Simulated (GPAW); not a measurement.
# HfB2 (P6/mmm) in GPAW: convergence with k mesh

Aim: find how far k mesh must go before the results for HfB2 settle, at PBE. This setting moves, with any that are tied to it; all else stays.

Program: GPAW 26.7.0. These are calculated values, not measurements. Logs are shortened: lines on timing, memory, paths and dates and some standing lists are left out, and cuts for length are marked. The log counts tension as positive stress, the text compression.

## (1) The crystal as given

The structure is hexagonal, space group P6/mmm (No. 191). The conventional cell has a = 3.140 Å, b = 3.140 Å, c = 3.480 Å, α = 90.00°, β = 90.00°, γ = 120.00°. Around Hf (site symmetry 6/mmm) lie 12 B at 2.51 Å. Around B (site symmetry -6m2) lie 3 B at 1.81 Å.

## (2) With k mesh 2 × 2 × 2

Contents of run.py:

```python
from ase.dft.bandgap import bandgap
from ase.io import read, write
from ase.units import GPa
from gpaw import GPAW, PW

atoms = read('POSCAR')

calc = GPAW(mode=PW(800),
            xc='PBE',
            kpts={'size': (2, 2, 2), 'gamma': True},
            occupations={'name': 'fermi-dirac', 'width': 0.05},
            nbands=20,
            convergence={'density': 1e-05, 'energy': 1e-05},
            maxiter=100,
            txt='gpaw.txt')
atoms.calc = calc
energy = atoms.get_potential_energy()
forces = atoms.get_forces()
stress = atoms.get_stress()
calc.write('gs.gpw')
write('result.traj', atoms)
print(f'Energy: {energy:.6f} eV')
print('Forces (eV/A):')
print(forces.round(4))
print('Stress (GPa):', (stress / GPa).round(3))
print('Fermi level:', round(calc.get_fermi_level(), 4), 'eV')
print(f'Gap: {bandgap(calc)[0]:.4f} eV, direct: {bandgap(calc, direct=True)[0]:.4f} eV')
```

Contents of POSCAR:

```
HfB2
1.0
    3.1400000000      0.0000000000      0.0000000000
   -1.5700000000      2.7193197679      0.0000000000
    0.0000000000      0.0000000000      3.4800000000
Hf B
1 2
Direct
    0.0000000000      0.0000000000      0.0000000000
    0.6666666667      0.3333333333      0.5000000000
    0.3333333333      0.6666666667      0.5000000000
```

Potentials or basis: GPAW PAW data sets (gpaw-data 1.2.1), pw.

On the command line:

```console
> OMP_NUM_THREADS=1 python run.py
```

gpaw.txt:

```text
__  _  _
 | _ |_)|_||  |
 |__||  | ||/\| - 26.7.0

Input parameters:
  mode=PW(ecut=800.0),
  convergence={'density': 1e-05, 'energy': 1e-05},
  kpts=MonkhorstPack(size=(2, 2, 2), gamma=True),
  maxiter=100,
  nbands=20,
  occupations=Occupations(name='fermi-dirac', width=0.05),
  xc=XC(name='PBE')

Diagonalizing LCAO Hamiltonian
Converting LCAO to pw mode

         B  B

       Hf

Atoms  # Å, Bohr magnetons
|   | symbol |         x |        y |        z |    initial magnetic moments |
|---|--------|-----------|----------|----------|-----------------------------|
| 0 |     Hf |  0.000000 | 0.000000 | 0.000000 | ( 0.0000,  0.0000,  0.0000) |
| 1 |      B |  1.570000 | 0.906440 | 1.740000 | ( 0.0000,  0.0000,  0.0000) |
| 2 |      B | -0.000000 | 1.812880 | 1.740000 | ( 0.0000,  0.0000,  0.0000) |

Unit cell  # Å
| periodic |         x |        y |        z |  lengths |     angles |
|----------|-----------|----------|----------|----------|------------|
|      yes |  3.140000 | 0.000000 | 0.000000 | 3.140000 |  90.000000 |
|      yes | -1.570000 | 2.719320 | 0.000000 | 3.140000 |  90.000000 |
|      yes |  0.000000 | 0.000000 | 3.480000 | 3.480000 | 120.000000 |

Number of symmetries: 24
Symmetry operations  # r_c * U_cc + t_c -> r_c
|    | kind |            matrix            |
|----|------|------------------------------|
|  0 |  σ   |  1, 1, 0,  0,-1, 0,  0, 0, 1 |
|  1 |  C2  |  1, 1, 0,  0,-1, 0,  0, 0,-1 |
|  2 |  C6  |  1, 1, 0, -1, 0, 0,  0, 0, 1 |
|  3 |  S6  |  1, 1, 0, -1, 0, 0,  0, 0,-1 |
|  4 |  E   |  1, 0, 0,  0, 1, 0,  0, 0, 1 |
|  5 |  σ   |  1, 0, 0,  0, 1, 0,  0, 0,-1 |
|  6 |  σ   |  1, 0, 0, -1,-1, 0,  0, 0, 1 |
|  7 |  C2  |  1, 0, 0, -1,-1, 0,  0, 0,-1 |
|  8 |  σ   |  0, 1, 0,  1, 0, 0,  0, 0, 1 |
|  9 |  C2  |  0, 1, 0,  1, 0, 0,  0, 0,-1 |
| 10 |  C3  |  0, 1, 0, -1,-1, 0,  0, 0, 1 |
| 11 |  S3  |  0, 1, 0, -1,-1, 0,  0, 0,-1 |
| 12 |  C6  |  0,-1, 0,  1, 1, 0,  0, 0, 1 |
| 13 |  S6  |  0,-1, 0,  1, 1, 0,  0, 0,-1 |
| 14 |  σ   |  0,-1, 0, -1, 0, 0,  0, 0, 1 |
| 15 |  C2  |  0,-1, 0, -1, 0, 0,  0, 0,-1 |
| 16 |  σ   | -1, 0, 0,  1, 1, 0,  0, 0, 1 |
| 17 |  C2  | -1, 0, 0,  1, 1, 0,  0, 0,-1 |
| 18 |  C2  | -1, 0, 0,  0,-1, 0,  0, 0, 1 |
| 19 |  i   | -1, 0, 0,  0,-1, 0,  0, 0,-1 |
| 20 |  C3  | -1,-1, 0,  1, 0, 0,  0, 0, 1 |
| 21 |  S3  | -1,-1, 0,  1, 0, 0,  0, 0,-1 |
| 22 |  σ   | -1,-1, 0,  0, 1, 0,  0, 0, 1 |
| 23 |  C2  | -1,-1, 0,  0, 1, 0,  0, 0,-1 |

BZ-sampling:
  Number of BZ points: 8
  Number of IBZ points: 4

  Monkhorst-Pack size: [2, 2, 2]
  Monkhorst-Pack shift: [0.25, 0.25, 0.25]

K-points  # in reciprocal-cell coordinates
|   |                                coordinates |     weight |
|---|--------------------------------------------|------------|
| 0 | (  0.00000000,   0.00000000,   0.00000000) | 0.12500000 |
| 1 | (  0.00000000,   0.00000000,   0.50000000) | 0.12500000 |
| 2 | (  0.50000000,   0.50000000,   0.00000000) | 0.37500000 |
| 3 | (  0.50000000,   0.50000000,   0.50000000) | 0.37500000 |

Plane wave coefficients: 1540
Cutoff: 800.0 eV

Spin-components: 1 (collinear spins)
Bands:           20
Projectors:      16
Spin-degeneracy: 2
Datatype:        complex128

Parallelization:
  kpt:    1
  domain: 1
  band:   1

Density:
  Valence electrons: 18.0
  Components: 1
  Grid points: [21 21 24]
  Charge: 0.0  # |e|

Potential:
  Grid points: [21 21 24]

species:
  Hf:
    name:    Hafnium
    Z:       72.0
    valence: 12
    core:    60
    charge:  0.0  # [|e|]
    compensation charges:
      type: gauss
      rc: 0.41  # [Å]
      lmax: 2
    cutoffs:
      filter: 2.36  # [Å]
      core: 4.02  # [Å]
    projectors
    | kind |    occ | energy [eV] | rcut [Å] |
    |------|--------|-------------|----------|
    |   5s |  2.000 |     -66.831 |    1.397 |
    |   6s |  2.000 |      -5.097 |    1.397 |
    |   5p |  6.000 |     -35.599 |    1.307 |
    |   6p |  0.000 |      -1.401 |    1.307 |
    |   5d |  2.000 |      -2.699 |    1.334 |
    |    d |        |      24.513 |    1.334 |

    Using partial waves for Hf as LCAO basis

  B:
    name:    Boron
    Z:       5.0
    valence: 3
    core:    2
    charge:  0.0  # [|e|]
    compensation charges:
      type: gauss
      rc: 0.20  # [Å]
      lmax: 2
    cutoffs:
      filter: 1.14  # [Å]
      core: 1.38  # [Å]
    projectors
    | kind |    occ | energy [eV] | rcut [Å] |
    |------|--------|-------------|----------|
    |   2s |  2.000 |      -9.443 |    0.635 |
    |   2p |  1.000 |      -3.606 |    0.635 |
    |    s |        |      17.768 |    0.635 |
    |    p |        |      23.605 |    0.635 |
    |    d |        |       0.000 |    0.635 |

    Using partial waves for B as LCAO basis

Reference energy: -411225.094410  # eV

eigensolver:
  PPCG
  Converge bands: occupied
  niter=2

density mixing:
  MSR1-Mixer
  Pratt-step length: 0.05
  Maximum mixing coefficient: 0.75
  Old densities: 10
  SVD Regularization: 0.005
  Good broyden scale: 1.0
  Trust region scale: 1.0
  Backstep threshold: 4.0
  History deletion threshold: 6.0
  Fourier metric: weight=20.0, sigma=0.015

occupation numbers:
  Fermi-Dirac:
    width: 0.0500  # eV

poisson solver:
  ecut: 6400.0  # eV

xc functional:
  name: PBE with 2 nearest neighbor stencil

convergence criteria:
- Maximum integral of absolute [dens]ity change: 1e-05 electrons / valence electron
- Maximum [total energy] change in last 3 cyles: 1e-05 eV / valence electron
- Maximum integral of absolute [eigenst]ate change: 4e-08 eV^2 / valence electron
maximum number of iterations: 100

SCF iterations
|iter     | |      energy | eigst |  dens |
|---------|-|-------------|-------|-------|
|iter:   1| |  -25.016210 | +0.03 |       |
|iter:   2| |  -24.651006 | -2.35 | -0.96 |
|iter:   3| |  -23.402102 | -1.47 | -1.01 |
|iter:   4| |  -23.412665 | -3.28 | -1.72 |
|iter:   5| |  -23.418027 | -3.86 | -2.05 |
|iter:   6| |  -23.418079 | -5.30 | -3.03 |
|iter:   7| |  -23.418081c| -6.62 | -3.78 |
|iter:   8| |  -23.418081c| -8.01c| -4.44 |
|iter:   9| |  -23.418081c| -8.92c| -5.22c|

Converged in 9 steps
Energy contributions relative to reference atoms: (reference = -411225.094410)

Energy contributions:
  Kinetic:          24.702776
  Coulomb:         -21.515574
  Zero:             -0.413410
  External:          0.000000
  Xc:              -26.183115
  Entropy:          -0.017516
  Spinorbit:         0.000000
  ----------------------------
  Free energy:     -23.426840
  Extrapolated:    -23.418081

dipole moment: (-5.681424, -9.840515, -12.593219)  # |e|*Ang

Fermi level: 13.046
Eigenvalues  # (at kpt = [0.000, 0.000, 0.000])
| band index |      eig [eV] | occ [0-2] |
|------------|---------------|-----------|
|          0 |       -49.228 |     2.000 |
|          1 |       -18.191 |     2.000 |
|          2 |       -17.841 |     2.000 |
|          3 |       -17.841 |     2.000 |
|          4 |        -0.882 |     2.000 |
|          5 |         9.514 |     2.000 |
[... 9 lines left out ...]
|         15 |        17.983 |     0.000 |
|         16 |        20.631 |     0.000 |
|        ... |               |           |
|         19 |        33.635 |     0.000 |

No gap
No difference between direct/indirect transitions

Forces  # eV/Ang
|        x |        y |       z |
|----------|----------|---------|
|  0.00000 | -0.00000 | 0.00000 |  # Hf   0
| -0.00000 |  0.00000 | 0.00000 |  # B    1
|  0.00000 | -0.00000 | 0.00000 |  # B    2

Stress tensor  # eV/Ang^3
|         x |         y |        z |
|-----------|-----------|----------|
| -0.042488 |  0.000000 | 0.000000 |
|  0.000000 | -0.042488 | 0.000000 |
|  0.000000 |  0.000000 | 0.044477 |

# Writing to gs.gpw (mode='')
```

It took 3.8 s on 1 thread of Arm Neoverse V2, shared host; peak memory 0.15 GiB.

What came out:

| Property | Result |
| --- | --- |
| Free energy | -23.4268 eV |
| Pressure | 2.2 GPa |
| Band gap on the k mesh | none (metal or under the smearing width) |

## (3) With k mesh 3 × 3 × 3

run.py: that of step 2 with these lines changed.

```diff
@@ -9,3 +9,3 @@
             xc='PBE',
-            kpts={'size': (2, 2, 2), 'gamma': True},
+            kpts={'size': (3, 3, 3), 'gamma': True},
             occupations={'name': 'fermi-dirac', 'width': 0.05},
```

POSCAR is that of step 2.

Potentials or basis: GPAW PAW data sets (gpaw-data 1.2.1), pw.

On the command line:

```console
> OMP_NUM_THREADS=1 python run.py
```

Wall time 5.2 s (1 thread of Arm Neoverse V2, shared host); peak memory 0.15 GiB.

What came out:

* Free energy: -23.9926 eV
* Pressure: 1.3 GPa
* Band gap on the k mesh: none (metal or under the smearing width)

## (4) With k mesh 4 × 4 × 3

run.py: that of step 3 with these lines changed.

```diff
@@ -9,3 +9,3 @@
             xc='PBE',
-            kpts={'size': (3, 3, 3), 'gamma': True},
+            kpts={'size': (4, 4, 3), 'gamma': True},
             occupations={'name': 'fermi-dirac', 'width': 0.05},
```

POSCAR is that of step 3.

On the command line:

```console
> OMP_NUM_THREADS=1 python run.py
```

It took 5.6 s on 1 thread of Arm Neoverse V2, shared host; peak memory 0.15 GiB.

Results:

```
Free energy            : -23.9059 eV
Pressure               : 2.3 GPa
Band gap on the k mesh : none (metal or under the smearing width)
```

## (5) With k mesh 5 × 5 × 4

run.py: that of step 4 with these lines changed.

```diff
@@ -9,3 +9,3 @@
             xc='PBE',
-            kpts={'size': (4, 4, 3), 'gamma': True},
+            kpts={'size': (5, 5, 4), 'gamma': True},
             occupations={'name': 'fermi-dirac', 'width': 0.05},
```

POSCAR is that of step 4.

On the command line:

```console
> OMP_NUM_THREADS=1 python run.py
```

Run time: 8.6 s. Hardware: 1 thread of Arm Neoverse V2, shared host; peak memory 0.15 GiB.

The run converged. Its results:

```
Free energy            : -23.9323 eV
Pressure               : 2.3 GPa
Band gap on the k mesh : none (metal or under the smearing width)
```

## (6) With k mesh 6 × 6 × 5

run.py: that of step 5 with these lines changed.

```diff
@@ -9,3 +9,3 @@
             xc='PBE',
-            kpts={'size': (5, 5, 4), 'gamma': True},
+            kpts={'size': (6, 6, 5), 'gamma': True},
             occupations={'name': 'fermi-dirac', 'width': 0.05},
```

POSCAR is that of step 5.

Potentials or basis: GPAW PAW data sets (gpaw-data 1.2.1), pw.

On the command line:

```console
> OMP_NUM_THREADS=1 python run.py
```

It took 11 s on 1 thread of Arm Neoverse V2, shared host; peak memory 0.16 GiB.

The run converged. Its results:

* Free energy: -23.9060 eV
* Pressure: 2.3 GPa
* Band gap on the k mesh: none (metal or under the smearing width)

## (7) With k mesh 7 × 7 × 6

run.py: that of step 6 with these lines changed.

```diff
@@ -9,3 +9,3 @@
             xc='PBE',
-            kpts={'size': (6, 6, 5), 'gamma': True},
+            kpts={'size': (7, 7, 6), 'gamma': True},
             occupations={'name': 'fermi-dirac', 'width': 0.05},
```

POSCAR is that of step 6.

On the command line:

```console
> OMP_NUM_THREADS=1 python run.py
```

Run time: 16 s. Hardware: 1 thread of Arm Neoverse V2, shared host; peak memory 0.16 GiB.

The run converged. Its results:

| Property | Result |
| --- | --- |
| Free energy | -23.9483 eV |
| Pressure | 2.1 GPa |
| Band gap on the k mesh | none (metal or under the smearing width) |

## (8) With k mesh 9 × 9 × 7

run.py: that of step 7 with these lines changed.

```diff
@@ -9,3 +9,3 @@
             xc='PBE',
-            kpts={'size': (7, 7, 6), 'gamma': True},
+            kpts={'size': (9, 9, 7), 'gamma': True},
             occupations={'name': 'fermi-dirac', 'width': 0.05},
```

POSCAR is that of step 7.

On the command line:

```console
> OMP_NUM_THREADS=1 python run.py
```

Run time: 23 s. Hardware: 1 thread of Arm Neoverse V2, shared host; peak memory 0.18 GiB.

The run converged. Its results:

```yaml
Free_energy: -23.9431 eV
Pressure: 2.2 GPa
Band_gap_on_the_k_mesh: none (metal or under the smearing width)
```

## (9) With k mesh 11 × 11 × 8

run.py: that of step 8 with these lines changed.

```diff
@@ -9,3 +9,3 @@
             xc='PBE',
-            kpts={'size': (9, 9, 7), 'gamma': True},
+            kpts={'size': (11, 11, 8), 'gamma': True},
             occupations={'name': 'fermi-dirac', 'width': 0.05},
```

POSCAR is that of step 8.

Potentials or basis: GPAW PAW data sets (gpaw-data 1.2.1), pw.

On the command line:

```console
> OMP_NUM_THREADS=1 python run.py
```

It took 37 s on 1 thread of Arm Neoverse V2, shared host; peak memory 0.2 GiB.

Results (log left out):

| Quantity | Value |
| --- | --- |
| Free energy | -23.9580 eV |
| Pressure | 2.1 GPa |
| Band gap on the k mesh | none (metal or under the smearing width) |

## (10) With k mesh 13 × 13 × 10

run.py: that of step 9 with these lines changed.

```diff
@@ -9,3 +9,3 @@
             xc='PBE',
-            kpts={'size': (11, 11, 8), 'gamma': True},
+            kpts={'size': (13, 13, 10), 'gamma': True},
             occupations={'name': 'fermi-dirac', 'width': 0.05},
```

POSCAR is that of step 9.

On the command line:

```console
> OMP_NUM_THREADS=1 python run.py
```

It took 56 s on 1 thread of Arm Neoverse V2, shared host; peak memory 0.24 GiB.

Results (log left out):

```
Free energy            : -23.9555 eV
Pressure               : 2.1 GPa
Band gap on the k mesh : none (metal or under the smearing width)
```

## (11) Result

```
      k mesh  energy less the tightest run, at zero smearing (meV/atom)  pressure (GPa)  SCF cycles  CPU time (s)  peak memory (GiB)
   2 × 2 × 2                                                     178.74            2.16           9           3.8               0.15
   3 × 3 × 3                                                     -11.01            1.30           9           5.2               0.15
   4 × 4 × 3                                                      17.46            2.33           9           5.6               0.15
   5 × 5 × 4                                                       8.03            2.27           9           8.6               0.15
   6 × 6 × 5                                                      16.75            2.30           9            11               0.16
   7 × 7 × 6                                                       2.49            2.12           9            16               0.16
   9 × 9 × 7                                                       4.29            2.16           9            23               0.18
 11 × 11 × 8                                                      -1.00            2.07           9            37                0.2
13 × 13 × 10                                                       0.00            2.10           9            56               0.24
```

Against the tightest run, the pressure stays within 0.1 GPa from 7 × 7 × 6 on. Not settled before the last step: the energy (to 1 meV/atom). Meshes of other sizes hit other points, so gaps and Fermi surfaces needn't settle smoothly. The tightest run that finished is the yardstick and may itself not be fully converged.
